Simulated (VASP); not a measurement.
# FeO (Wuestite) (R-3m) in VASP: a series of runs

The runs below take FeO (Wuestite) through equation of state, with PBE, PBEsol.

Everything below comes from runs of VASP 6.6.1. Logs are shortened: lines on timing, memory, paths and dates and some standing lists are left out, and cuts for length are marked.

## Step 1: Starting point

It takes space group R-3m (No. 166, trigonal). The conventional cell has a = 3.038 Å, b = 3.038 Å, c = 7.559 Å, α = 90.00°, β = 90.00°, γ = 120.00°. Fe (site symmetry -3m) has 6 O at 2.16 Å as nearest neighbours. Around O (site symmetry -3m) lie 6 Fe at 2.16 Å.

## Step 2: Equation of state, PBE, collinear spin, ferromagnetic start, 9.46 Å³/atom (volume scaled by 0.94)

Input file INCAR:

```
SYSTEM = FeO
PREC = Accurate
ENCUT = 520
EDIFF = 1E-7
ISMEAR = -1
SIGMA = 0.05
LREAL = .False.
LASPH = .True.
NELM = 120
ALGO = Normal
ISIF = 2
LWAVE = .False.
LCHARG = .False.
ISPIN = 2
MAGMOM = 3 0
LORBIT = 11
LMAXMIX = 4
GGA = PE
NBANDS = 18
```

Input file KPOINTS:

```
regular mesh
0
Gamma
  11 11 11
  0 0 0
```

Input file POSCAR:

```
FeO
1.0
    1.4878158575      0.8589908858      2.4681429078
   -1.4878158575      0.8589908858      2.4681429078
    0.0000000000     -1.7179817717      2.4681429078
Fe O
1 1
Direct
    0.0000000000      0.0000000000      0.0000000000
    0.5000000000      0.5000000000      0.5000000000
```

Potentials or basis: VASP PAW PBE potentials, release 64 (Fe, O).

Started as:

```console
> cat potpaw_PBE.64/Fe/POTCAR potpaw_PBE.64/O/POTCAR > POTCAR
> mpirun -np 1 vasp_std > vasp.out
```

OUTCAR:

```text
SYSTEM = FeO
   PREC = Accurate
   ENCUT = 520
   EDIFF = 1E-7
   ISMEAR = -1
   LREAL = .False.
   LASPH = .True.
   NELM = 120
   ISIF = 2
   ISPIN = 2
   LORBIT = 11
   GGA = PE

 ion  position               nearest neighbor table
   1  0.000  0.000  0.000-   2 2.12   2 2.12   2 2.12   2 2.12   2 2.12   2 2.12
   2  0.500  0.500  0.500-   1 2.12   1 2.12   1 2.12   1 2.12   1 2.12   1 2.12

  LATTYP: Found a trigonal (rhomboedric) cell.
 ALAT       =     3.0071898479
 COS(alpha) =     0.5104391626

  Lattice vectors:

 A1 = (   1.4878158575,   0.8589908858,   2.4681429078)
 A2 = (  -1.4878158575,   0.8589908858,   2.4681429078)
 A3 = (   0.0000000000,  -1.7179817717,   2.4681429078)

Analysis of symmetry for initial positions (statically):
=====================================================================
 Subroutine PRICEL returns:
 Original cell was already a primitive cell.

 Routine SETGRP: Setting up the symmetry group for a
 trigonal (rhombohedral) supercell.

 Subroutine GETGRP returns: Found 12 space group operations
 (whereof 12 operations were pure point group operations)
 out of a pool of 12 trial point group operations.

The static configuration has the point symmetry D_3d.

Analysis of symmetry for dynamics (positions and initial velocities):
=====================================================================
 Subroutine PRICEL returns:
 Original cell was already a primitive cell.

 Routine SETGRP: Setting up the symmetry group for a
 trigonal (rhombohedral) supercell.

 Subroutine GETGRP returns: Found 12 space group operations
 (whereof 12 operations were pure point group operations)
 out of a pool of 12 trial point group operations.

The dynamic configuration has the point symmetry D_3d.

Analysis of structural, dynamic, and magnetic symmetry:
=====================================================================
 Subroutine PRICEL returns:
 Original cell was already a primitive cell.

 Routine SETGRP: Setting up the symmetry group for a
 trigonal (rhombohedral) supercell.

 Subroutine GETGRP returns: Found 12 space group operations
 (whereof 12 operations were pure point group operations)
 out of a pool of 12 trial point group operations.

The overall configuration has the point symmetry D_3d.

 Subroutine INISYM returns: Found 12 space group operations
 (whereof 12 operations are pure point group operations),
 and found     1 'primitive' translations

----------------------------------------------------------------------------------------

                                     Primitive cell

  volume of cell :      18.9260

  direct lattice vectors                    reciprocal lattice vectors
     1.487815858  0.858990886  2.468142908     0.336063094  0.194026118  0.135054308
    -1.487815858  0.858990886  2.468142908    -0.336063094  0.194026118  0.135054308
     0.000000000 -1.717981772  2.468142908     0.000000000 -0.388052235  0.135054308

  length of vectors
     3.007189848  3.007189848  3.007189848     0.410882226  0.410882226  0.410882226

  position of ions in fractional coordinates (direct lattice)
     0.000000000  0.000000000  0.000000000
     0.500000000  0.500000000  0.500000000

  ion indices of the primitive-cell ions
   primitive index   ion index
                 1           1
                 2           2

----------------------------------------------------------------------------------------

 KPOINTS: regular mesh

Automatic generation of k-mesh.
 Grid dimensions read from file:
 generate k-points for:   11   11   11

 Generating k-lattice:

  Cartesian coordinates                     Fractional coordinates (reciprocal lattice)
     0.030551190  0.017638738  0.012277664     0.090909091 -0.000000000  0.000000000
    -0.030551190  0.017638738  0.012277664    -0.000000000  0.090909091  0.000000000
     0.000000000 -0.035277476  0.012277664     0.000000000  0.000000000  0.090909091

  Length of vectors
     0.037352930  0.037352930  0.037352930

  Shift w.r.t. Gamma in fractional coordinates (k-lattice)
     0.000000000  0.000000000  0.000000000

 Subroutine IBZKPT returns following result:
 ===========================================

 Found    146 irreducible k-points:

 Following reciprocal coordinates:
            Coordinates               Weight
  0.000000  0.000000  0.000000      1.000000
  0.090909 -0.000000  0.000000      6.000000
  0.181818  0.000000  0.000000      6.000000
  0.272727  0.000000  0.000000      6.000000
  0.363636  0.000000  0.000000      6.000000
  0.454545 -0.000000  0.000000      6.000000
[... 42 lines left out ...]
  0.363636  0.181818  0.090909     12.000000
  0.454545  0.181818  0.090909     12.000000
 [... further k-points ...]
   k-points           NKPTS =    146   k-points in BZ     NKDIM =    146   number of bands    NBANDS=     18
   number of dos      NEDOS =    301   number of ions     NIONS =      2
   total plane-waves  NPLWV =  13824
   dimension x,y,z NGX =    24 NGY =   24 NGZ =   24
   dimension x,y,z NGXF=    48 NGYF=   48 NGZF=   48
   ions per type =               1   1
   NGX,Y,Z   is equivalent  to a cutoff of  13.27, 13.27, 13.27 a.u.
   NGXF,Y,Z  is equivalent  to a cutoff of  26.54, 26.54, 26.54 a.u.
 SYSTEM =  FeO
   PREC   = accura    normal or accurate (medium, high low for compatibility)
   ISTART =      0    job   : 0-new  1-cont  2-samecut
   ICHARG =      2    charge: 1-file 2-atom 10-const
   ISPIN  =      2    spin polarized calculation?
   LNONCOLLINEAR =      F non collinear calculations
   LSORBIT =      F    spin-orbit coupling
   LASPH  =      T    aspherical Exc in radial PAW
   ENCUT  =  520.0 eV  38.22 Ry    6.18 a.u.   5.59  5.59  5.59*2*pi/ulx,y,z
   NELM   =    120;   NELMIN=  2; NELMDL= -5     # of ELM steps
   EDIFF  = 0.1E-06   stopping-criterion for ELM
   LREAL  =      F    real-space projection
   EDIFFG = 0.1E-05   stopping-criterion for IOM
   NSW    =      0    number of steps for IOM
   IBRION =     -1    ionic relax: 0-MD 1-quasi-New 2-CG
   NFREE  =      0    steps in history (QN), initial steepest desc. (CG)
   ISIF   =      2    stress and relaxation
   ISYM   =      2    0-nonsym 1-usesym 2-fastsym
   POTIM  = 0.5000    time-step for ionic-motion
   TEBEG  =    0.0;   TEEND  =   0.0 temperature during run
   PSTRESS=    0.0 pullay stress
   NELECT =      14.0000    total number of electrons
   NUPDOWN=      -1.0000    fix difference up-down
   EMIN   =  10.00;   EMAX   =-10.00  energy-range for DOS
   EFERMI =   0.00;   METHOD = LEGACY
   ISMEAR =    -1;   SIGMA  =   0.05  broadening in eV -4-tet -1-fermi 0-gaus
   EFERMI_NEDOS =   21; number of points for ismear=-14 and -15
   IALGO  =     38    algorithm
   IMIX   =      4    mixing-type and parameters
     AMIX     =   0.40;   BMIX     =  1.00
     AMIX_MAG =   1.60;   BMIX_MAG =  1.00
  volume/ion in A,a.u.               =       9.46        63.86
  Fermi-wavevector in a.u.,A,eV,Ry     =   1.480577  2.797885 29.825455  2.192109
  Thomas-Fermi vector in A             =   2.594594
   LORBIT       =     11    0 simple, 1 ext, 2 COOP (PROOUT), +10 PAW based schemes
   GGA     = PE    functional components
   LHFCALC =     F    Hartree Fock is set to
   AEXX    =    0.0000 exact exchange contribution
   IVDW    =     0    specifies the selected vdW correction
   LEPSILON=     F    determine dielectric tensor
   LRPA    =     F    only Hartree local field effects (RPA)
 spin polarized calculation
  energy-cutoff  :      520.00
  volume of cell :       18.93
 maximum number of plane-waves:       531
   NGX = 11   NGY = 11   NGZ = 11

 number of electron      14.0000001 magnetization       3.9979882

 Free energy of the ion-electron system (eV)
  ---------------------------------------------------
  ext. energy  EPLUGINS =         0.00000000
  ---------------------------------------------------
  free energy    TOTEN  =       -14.89562695 eV

  energy without entropy =      -14.88461535  energy(sigma->0) =      -14.89012115

 E-fermi :   6.8230     XC(G=0): -12.4798

 val. band max:        6.8203092247   @ k =  -0.4545   0.1818   0.0000
 cond. band min:       6.8290402143   @ k =   0.4545   0.1818   0.1818
 fundamental gap:      0.0087309896
 Fermi energy:         6.8229865358

 spin component 1

 k-point     1 :       0.0000    0.0000    0.0000
  band No.  band energies     occupation
      1     -14.3672      1.00000
      2       2.7614      1.00000
      3       2.8442      1.00000
      4       2.8662      1.00000
      5       2.8662      1.00000
      6       2.9148      1.00000
[... 10 lines left out ...]
     17      28.6418      0.00000
     18      31.3476      0.00000
[... 799 lines left out ...]
 k-point    40 :       0.3636    0.0909    0.0909
  band No.  band energies     occupation
      1     -13.5022      1.00000
      2      -1.0852      1.00000
      3       0.3063      1.00000
      4       0.4945      1.00000
      5       3.4277      1.00000
      6       3.5360      1.00000
[... 10 lines left out ...]
     17      33.8279      0.00000
     18      35.1940      0.00000

 [... further k-points ...]

 spin component 2

 k-point     1 :       0.0000    0.0000    0.0000
  band No.  band energies     occupation
      1     -13.8136      1.00000
      2       3.3441      1.00000
      3       3.4527      1.00000
      4       3.4527      1.00000
      5       5.9486      1.00000
      6       6.0422      1.00000
[... 10 lines left out ...]
     17      30.2622      0.00000
     18      32.4645      0.00000
[... 799 lines left out ...]
 k-point    40 :       0.3636    0.0909    0.0909
  band No.  band energies     occupation
      1     -12.9344      1.00000
      2      -0.2563      1.00000
      3       1.7625      1.00000
      4       1.7965      1.00000
      5       6.7309      0.86318
      6       6.7331      0.85777
[... 10 lines left out ...]
     17      34.4586      0.00000
     18      36.0065      0.00000

 [... further k-points ...]
[... 5 lines left out ...]
  --------------------------------------------------------------------------------------
  -------------------------------------------------------------------------------------
  Total        1.4359628      1.4359628      1.3394214      0.0000000     -0.0000000      0.0000000
  in kB      121.5610574    121.5610575    113.3883744      0.0000000     -0.0000000      0.0000000
  external PRESSURE =     118.8368298 kB  Pullay stress =       0.0000000 kB

 VOLUME and BASIS-vectors are now :
 -----------------------------------------------------------------------------
  energy-cutoff  :      520.00
  volume of cell :       18.93
      direct lattice vectors                 reciprocal lattice vectors
     1.487815858  0.858990886  2.468142908     0.336063094  0.194026118  0.135054308
    -1.487815858  0.858990886  2.468142908    -0.336063094  0.194026118  0.135054308
     0.000000000 -1.717981772  2.468142908     0.000000000 -0.388052235  0.135054308

 POSITION                                       TOTAL-FORCE (eV/Angst)
 -----------------------------------------------------------------------------------
      0.00000      0.00000      0.00000        -0.000000      0.000000      0.000000
      0.00000     -0.00000      3.70221         0.000000     -0.000000     -0.000000
 -----------------------------------------------------------------------------------
    total drift:                               -0.000000      0.000000     -0.000000

  FREE ENERGIE OF THE ION-ELECTRON SYSTEM (eV)
  ---------------------------------------------------
  free  energy   TOTEN  =       -14.8956269503 eV

  energy  without entropy=      -14.8846153549  energy(sigma->0) =      -14.89012115

 total charge

# of ion       s       p       d       tot
------------------------------------------
    1        0.304   0.399   6.128   6.831
    2        1.557   3.469   0.000   5.026
--------------------------------------------------
tot          1.861   3.867   6.128  11.856

 magnetization (x)

# of ion       s       p       d       tot
------------------------------------------
    1        0.027   0.022   3.559   3.608
    2        0.032   0.281   0.000   0.313
--------------------------------------------------
tot          0.059   0.303   3.559   3.921
```

Run time: 74 s. Hardware: 1 thread of AMD EPYC 9R45 (Zen 5), shared host; peak memory 0.17 GiB.

What came out:

```
Free energy                                           : -14.8956 eV
Pressure                                              : 11.9 GPa
Band gap on the k mesh                                : none (metal or under the smearing width)
Net moment                                            : 4.00 μB per cell
Site moments                                          : Fe +3.61; O +0.31 μB
Valence electrons inside the program's atomic spheres : Fe 6.83; O 5.03
```

Caveat: a cell with one magnetic atom can't hold antiferromagnetic order, which such compounds often take; semilocal functionals often make such compounds metallic where correlation or magnetic order opens a gap, which also shifts bond lengths.

## Step 3: Equation of state, PBE, collinear spin, ferromagnetic start, 9.66 Å³/atom (volume scaled by 0.96)

Input file INCAR:

```
SYSTEM = FeO
PREC = Accurate ; ENCUT = 520
EDIFF = 1E-7 ; ISMEAR = -1
SIGMA = 0.05 ; LREAL = .False.
LASPH = .True. ; NELM = 120
ALGO = Normal ; ISIF = 2
LWAVE = .False. ; LCHARG = .False.
ISPIN = 2 ; MAGMOM = 3 0
LORBIT = 11 ; LMAXMIX = 4
GGA = PE ; NBANDS = 18
```

Input file KPOINTS:

```
Automatic mesh
0
Gamma
  11 11 11
  0 0 0
```

Input file POSCAR:

```
FeO
1.0
    1.4982937792      0.8650403168      2.4855247686
   -1.4982937792      0.8650403168      2.4855247686
    0.0000000000     -1.7300806335      2.4855247686
Fe O
1 1
Direct
    0.0000000000      0.0000000000      0.0000000000
    0.5000000000      0.5000000000      0.5000000000
```

Potentials or basis: VASP PAW PBE potentials, release 64 (Fe, O).

Started as:

```console
> cat potpaw_PBE.64/Fe/POTCAR potpaw_PBE.64/O/POTCAR > POTCAR
> mpirun -np 1 vasp_std > vasp.out
```

Wall time 73 s (1 thread of AMD EPYC 9R45 (Zen 5), shared host); peak memory 0.17 GiB.

The run converged. Its results:

```yaml
Free_energy: -14.9198 eV
Pressure: 7.1 GPa
Band_gap_on_the_k_mesh: none (metal or under the smearing width)
Net_moment: 4.00 μB per cell
Site_moments: Fe +3.61; O +0.31 μB
Valence_electrons_inside_the_program's_atomic_spheres: Fe 6.79; O 5.01
```

Caveat: a cell with one magnetic atom can't hold antiferromagnetic order, which such compounds often take; semilocal functionals often make such compounds metallic where correlation or magnetic order opens a gap, which also shifts bond lengths.

## Step 4: Equation of state, PBE, collinear spin, ferromagnetic start, 9.87 Å³/atom (volume scaled by 0.98)

Input file INCAR:

```
SYSTEM = FeO
ALGO = Normal ; EDIFF = 1E-7
ENCUT = 520 ; GGA = PE
ISIF = 2 ; ISMEAR = -1
ISPIN = 2 ; LASPH = .TRUE.
LCHARG = .FALSE. ; LMAXMIX = 4
LORBIT = 11 ; LREAL = .FALSE.
LWAVE = .FALSE. ; MAGMOM = 3 0
NBANDS = 18 ; NELM = 120
PREC = Accurate ; SIGMA = 0.05
```

Input file KPOINTS:

```
k-points
0
G
  11 11 11
  0 0 0
```

Input file POSCAR:

```
FeO
1.0
    1.5086271663      0.8710063006      2.5026668604
   -1.5086271663      0.8710063006      2.5026668604
    0.0000000000     -1.7420126011      2.5026668604
Fe O
1 1
Direct
    0.0000000000      0.0000000000      0.0000000000
    0.5000000000      0.5000000000      0.5000000000
```

Started as:

```console
> cat potpaw_PBE.64/Fe/POTCAR potpaw_PBE.64/O/POTCAR > POTCAR
> mpirun -np 1 vasp_std > vasp.out
```

Wall time 63 s (1 thread of AMD EPYC 9R45 (Zen 5), shared host); peak memory 0.17 GiB.

It converged, with:

* Free energy: -14.9325 eV
* Pressure: 2.8 GPa
* Band gap on the k mesh: none (metal or under the smearing width)
* Net moment: 4.00 μB per cell
* Site moments: Fe +3.62; O +0.30 μB
* Valence electrons inside the program's atomic spheres: Fe 6.76; O 5.00

Caveat: a cell with one magnetic atom can't hold antiferromagnetic order, which such compounds often take; semilocal functionals often make such compounds metallic where correlation or magnetic order opens a gap, which also shifts bond lengths.

## Step 5: Equation of state, PBE, collinear spin, ferromagnetic start, 10.27 Å³/atom (volume scaled by 1.02)

Input file INCAR:

```
PREC = Accurate ; ENCUT = 520
EDIFF = 1E-7 ; ISMEAR = -1
SIGMA = 0.05 ; LREAL = F
LASPH = T ; NELM = 100
ALGO = Normal ; ISIF = 2
LWAVE = F ; LCHARG = F
ISPIN = 2 ; MAGMOM = 3 0
LORBIT = 11 ; LMAXMIX = 4
GGA = PE ; NBANDS = 18
```

Input file KPOINTS:

```
regular mesh
0
Gamma
  11 11 11
```

Input file POSCAR:

```
FeO
1.0
    1.5288796120      0.8826990556      2.5362637132
   -1.5288796120      0.8826990556      2.5362637132
    0.0000000000     -1.7653981111      2.5362637132
Fe O
1 1
Direct
    0.0000000000      0.0000000000      0.0000000000
    0.5000000000      0.5000000000      0.5000000000
```

Started as:

```console
> cat potpaw_PBE.64/Fe/POTCAR potpaw_PBE.64/O/POTCAR > POTCAR
> mpirun -np 1 vasp_std > vasp.out
```

It took 65 s on 1 thread of AMD EPYC 9R45 (Zen 5), shared host; peak memory 0.18 GiB.

The run converged. Its results:

- Free energy: -14.9282 eV
- Pressure: -4.5 GPa
- Band gap on the k mesh: none (metal or under the smearing width)
- Net moment: 4.00 μB per cell
- Site moments: Fe +3.62; O +0.30 μB
- Valence electrons inside the program's atomic spheres: Fe 6.69; O 4.98

Caveat: a cell with one magnetic atom can't hold antiferromagnetic order, which such compounds often take; semilocal functionals often make such compounds metallic where correlation or magnetic order opens a gap, which also shifts bond lengths.

## Step 6: Equation of state, PBE, collinear spin, ferromagnetic start, 10.47 Å³/atom (volume scaled by 1.04)

Input file INCAR:

```
SYSTEM = FeO
PREC = Accurate
ENCUT = 520
EDIFF = 1E-7
ISMEAR = -1
SIGMA = 0.05
LREAL = .FALSE.
LASPH = .TRUE.
NELM = 120
ALGO = Normal
ISIF = 2
LWAVE = .FALSE.
LCHARG = .FALSE.
ISPIN = 2
MAGMOM = 3 0
LORBIT = 11
LMAXMIX = 4
GGA = PE
NBANDS = 18
```

Input file KPOINTS:

```
regular mesh
0
G
  11 11 11
  0 0 0
```

Input file POSCAR:

```
FeO
1.0
    1.5388076799      0.8884310282      2.5527334195
   -1.5388076799      0.8884310282      2.5527334195
    0.0000000000     -1.7768620564      2.5527334195
Fe O
1 1
Direct
    0.0000000000      0.0000000000      0.0000000000
    0.5000000000      0.5000000000      0.5000000000
```

Potentials or basis: VASP PAW PBE potentials, release 64 (Fe, O).

Started as:

```console
> cat potpaw_PBE.64/Fe/POTCAR potpaw_PBE.64/O/POTCAR > POTCAR
> mpirun -np 1 vasp_std > vasp.out
```

Run time: 66 s. Hardware: 1 thread of AMD EPYC 9R45 (Zen 5), shared host; peak memory 0.18 GiB.

It converged, with:

| Property | Result |
| --- | --- |
| Free energy | -14.9133 eV |
| Pressure | -7.6 GPa |
| Band gap on the k mesh | none (metal or under the smearing width) |
| Net moment | 4.00 μB per cell |
| Site moments | Fe +3.62; O +0.29 μB |
| Valence electrons inside the program's atomic spheres | Fe 6.66; O 4.97 |

Caveat: a cell with one magnetic atom can't hold antiferromagnetic order, which such compounds often take; semilocal functionals often make such compounds metallic where correlation or magnetic order opens a gap, which also shifts bond lengths.

## Step 7: Equation of state, PBE, collinear spin, ferromagnetic start, 10.67 Å³/atom (volume scaled by 1.06)

Edit INCAR of step 6 so:

```diff
@@ -8,3 +8,3 @@
 LASPH = .TRUE.
-NELM = 120
+NELM = 100
 ALGO = Normal
```

Input file KPOINTS:

```
Automatic mesh
0
G
  11 11 11
  0 0 0
```

Input file POSCAR:

```
FeO
1.0
    1.5486092669      0.8940899771      2.5689933065
   -1.5486092669      0.8940899771      2.5689933065
    0.0000000000     -1.7881799543      2.5689933065
Fe O
1 1
Direct
    0.0000000000      0.0000000000      0.0000000000
    0.5000000000      0.5000000000      0.5000000000
```

Started as:

```console
> cat potpaw_PBE.64/Fe/POTCAR potpaw_PBE.64/O/POTCAR > POTCAR
> mpirun -np 1 vasp_std > vasp.out
```

Run time: 74 s. Hardware: 1 thread of AMD EPYC 9R45 (Zen 5), shared host; peak memory 0.18 GiB.

The run converged. Its results:

* Free energy: -14.8911 eV
* Pressure: -10.4 GPa
* Band gap on the k mesh: none (metal or under the smearing width)
* Net moment: 4.00 μB per cell
* Site moments: Fe +3.63; O +0.29 μB
* Valence electrons inside the program's atomic spheres: Fe 6.63; O 4.96

Caveat: a cell with one magnetic atom can't hold antiferromagnetic order, which such compounds often take; semilocal functionals often make such compounds metallic where correlation or magnetic order opens a gap, which also shifts bond lengths.

(Part 1 of 2 ends here.)
